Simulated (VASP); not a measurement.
# Ge (P6_3mc) in VASP: notebook, part 2 of 2

VASP 6.6.1. The steps go on from the part before.

**3. EvGW0 quasiparticle levels, PBEsol**

POSCAR reads:

```
Ge
1.0
    4.0504045371      0.0000000000      0.0000000000
   -2.0252022685      3.5077532247      0.0000000000
    0.0000000000      0.0000000000     10.9933590000
Ge
4
Direct
    0.6666666667      0.3333333333      0.4148480000
    0.3333333333      0.6666666667      0.9148480000
    0.0000000000      0.0000000000      0.4774520000
    0.0000000000      0.0000000000      0.9774520000
```

INCAR.step1 reads:

```
SYSTEM = Ge
  ALGO = Fast
  EDIFF = 1E-8
  ENCUT = 500
  GGA = PS
  ISMEAR = 0
  KPAR = 4
  LASPH = .True.
  LCHARG = .False.
  LREAL = .False.
  LWAVE = .True.
  NELM = 80
  PREC = Accurate
  SIGMA = 0.01
```

INCAR.step2 reads:

```
SYSTEM = Ge
  ALGO = Exact
  EDIFF = 1E-8
  ENCUT = 500
  GGA = PS
  ISMEAR = 0
  ISTART = 1
  KPAR = 4
  LASPH = .True.
  LCHARG = .False.
  LOPTICS = .True.
  LREAL = .False.
  LWAVE = .True.
  NBANDS = 448
  NELM = 1
  PREC = Accurate
  SIGMA = 0.01
```

INCAR.step3 reads:

```
SYSTEM = Ge
  ALGO = EVGW0
  EDIFF = 1E-8
  ENCUT = 500
  ENCUTGW = 120
  GGA = PS
  ISMEAR = 0
  ISTART = 1
  KPAR = 4
  LASPH = .True.
  LCHARG = .False.
  LREAL = .False.
  LWAVE = .False.
  NBANDS = 448
  NBANDSGW = 36
  NELMGW = 4
  NOMEGA = 50
  PREC = Accurate
  PRECFOCK = Fast
  SIGMA = 0.01
```

KPOINTS reads:

```
k-points
0
Gamma
  4 4 1
  0 0 0
```

Potentials or basis: VASP PAW PBE potentials, release 64 (Ge_d_GW).

Run with:

```bash
$ cat potpaw_PBE.64/Ge_d_GW/POTCAR > POTCAR
$ cp INCAR.step1 INCAR
$ mpirun -np 4 vasp_std > vasp.out
$ cp INCAR.step2 INCAR
$ mpirun -np 4 vasp_std > vasp.out
$ cp INCAR.step3 INCAR
$ mpirun -np 4 vasp_std > vasp.out
```

OUTCAR:

```text
SYSTEM = Ge
   EDIFF = 1E-8
   ENCUT = 500
   ENCUTGW = 120
   GGA = PS
   ISMEAR = 0
   ISTART = 1
   LASPH = .True.
   LREAL = .False.
   NELMGW = 4
   PREC = Accurate
   PRECFOCK = Fast

 ion  position               nearest neighbor table
   1  0.667  0.333  0.415-   3 2.44   3 2.44   3 2.44
   2  0.333  0.667  0.915-   4 2.44   4 2.44   4 2.44
   3  0.000  0.000  0.477-   1 2.44   1 2.44   1 2.44
   4  0.000  0.000  0.977-   2 2.44   2 2.44   2 2.44

  LATTYP: Found a hexagonal cell.
 ALAT       =     4.0504045371
 C/A-ratio  =     2.7141385260

  Lattice vectors:

 A1 = (   4.0504045371,   0.0000000000,   0.0000000000)
 A2 = (  -2.0252022685,   3.5077532247,   0.0000000000)
 A3 = (   0.0000000000,   0.0000000000,  10.9933590000)

Analysis of symmetry for initial positions (statically):
=====================================================================
 Subroutine PRICEL returns:
 Original cell was already a primitive cell.

 Routine SETGRP: Setting up the symmetry group for a
 hexagonal supercell.

 Subroutine GETGRP returns: Found 12 space group operations
[... 119 lines left out ...]
   IALGO  =     38    algorithm
   IMIX   =      4    mixing-type and parameters
     AMIX     =   0.40;   BMIX     =  1.00
     AMIX_MAG =   1.60;   BMIX_MAG =  1.00
  volume/ion in A,a.u.               =      39.05       263.51
  Fermi-wavevector in a.u.,A,eV,Ry     =   1.163014  2.197778 18.403257  1.352601
  Thomas-Fermi vector in A             =   2.299568
   LORBIT       =      0    0 simple, 1 ext, 2 COOP (PROOUT), +10 PAW based schemes
   GGA     = PS    functional components
   LHFCALC =     T    Hartree Fock is set to
   PRECFOCK=fast      Normal, Fast or Accurate (Low or Medium for compatibility)
   ENCUT4O =  -1.0   cutoff for four orbital integrals eV
   NKREDX  =     1    reduce k-point grid by
   NKREDY  =     1    reduce k-point grid by
   NKREDZ  =     1    reduce k-point grid by
   AEXX    =    1.0000 exact exchange contribution
   HFSCREEN=    0.0000 screening length (either q_TF or 0.3 A-1)
   HFSCREENC=   0.0000 screening length for correlation (either q_TF or 0.3 A-1)
   ENCUTFOCK=  -1.0 apply spherical cutoff to Coloumb kernel
   IVDW    =     0    specifies the selected vdW correction
   LEPSILON=     F    determine dielectric tensor
   LRPA    =     F    only Hartree local field effects (RPA)
   LRPAFORCE           =     F    calculate RPA forces
   ENCUTGW             = 120.0    cutoff for response function in eV
   ENCUTGWSOFT         =  96.0    soft cutoff for Coulomb kernel in GW response function in eV
   ENCUTLF             =  -1.0    cutoff for local field effects
   NELMGW              =     4    number of iterations in solving QP/BSE equation
   NELMHF              =     1    number of iterations in the inner HF iteration
   NKREDLFX            =     1    NKREDLFY  =   1   NKREDLFZ  =   1
 non-spin polarized calculation
 Gauss-broadening in eV      SIGMA  =   0.01
  energy-cutoff  :      500.00
  volume of cell :      156.19
 maximum number of plane-waves:      3983
 NGX is ok and might be reduce to    30
  NGX = 16; NGY = 16; NGZ = 48
   NGX = 15   NGY = 15   NGZ = 41
 maximum number of plane-waves:       487

 QP shifts <psi_nk| G(iteration)W_0 |psi_nk>: iteration 1
 for sc-GW calculations column KS-energies equals QP-energies in previous step
 and V_xc(KS)=  KS-energies - (<T + V_ion + V_H > + <T+V_H+V_ion>^1  + <V_x>^1)

 k-point   1 :       0.0000    0.0000    0.0000
  band No.  KS-energies  QP-energies   sigma(KS)   V_xc(KS)     V^pw_x(r,r')   Z            occupation Imag(sigma)

      1     -24.9174     -27.8981     -27.8168     -22.9732     -37.9646       0.6154       2.0000       0.3845
      2     -24.9174     -27.8981     -27.8168     -22.9732     -37.9646       0.6154       2.0000       0.3845
      3     -24.9174     -27.8981     -27.8168     -22.9732     -37.9646       0.6154       2.0000       0.3845
      4     -24.9174     -27.8981     -27.8168     -22.9732     -37.9646       0.6154       2.0000       0.3845
      5     -24.8813     -27.8436     -27.8838     -23.0356     -38.0178       0.6110       2.0000       0.3718
      6     -24.8813     -27.8436     -27.8838     -23.0356     -38.0178       0.6110       2.0000       0.3718
[... 634 lines left out ...]
     35       4.7589       4.7578      -8.4012      13.1587      -3.8926       0.7702       0.0000      -0.3034
     36       5.0947       5.0936      -9.7935      14.8867      -5.1709       0.7676       0.0000      -0.3049
```

Run time: 9.7 min. Hardware: 4 MPI ranks of Intel Xeon Platinum 8488C (Sapphire Rapids), shared host; peak memory 2.2 GiB.

What came out:

| Property | Result |
| --- | --- |
| Band gap on the k mesh, mean-field level | 0.78 eV, direct |
| Quasiparticle gap | 1.46 eV |
| Least direct quasiparticle gap | 1.77 eV |

Levels at points of the mesh, in eV from the valence-band top:
```tsv
k point	band 26	band 27	band 28	band 29	band 30	band 31
(0.00, 0.00, 0.00)	-0.01	0.00	0.00	0.78	0.96	2.07
(0.50, 0.00, 0.00)	-1.52	-0.84	-0.65	1.02	1.25	1.98
```

Quasiparticle gap after each update of the energies (eV): 1.40, 1.45, 1.46, 1.46

Caveat: the k mesh is coarse (spacing up to 0.57 Å⁻¹), so the values aren't converged; bands, screening cutoff and mesh are small and nothing is extrapolated, so the quasiparticle values aren't converged; the PAW data sets were made with another functional, which shifts forces and pressure a little; an odd mesh through Γ misses points on the zone boundary, where band edges often lie.

**4. The reference run**

An earlier run on the cell as given: functional PBEsol; potentials or basis VASP PAW PBE potentials, release 64 (Ge_d); cutoff 520 eV; k mesh 8 × 8 × 3; occupations fermi-dirac, width 0.05 eV; no spin polarisation.

* Pressure: -1.6 GPa
* Largest force: 0.172 eV/Å
* Band gap on the k mesh: 0.66 eV, indirect (least direct gap 0.68 eV)
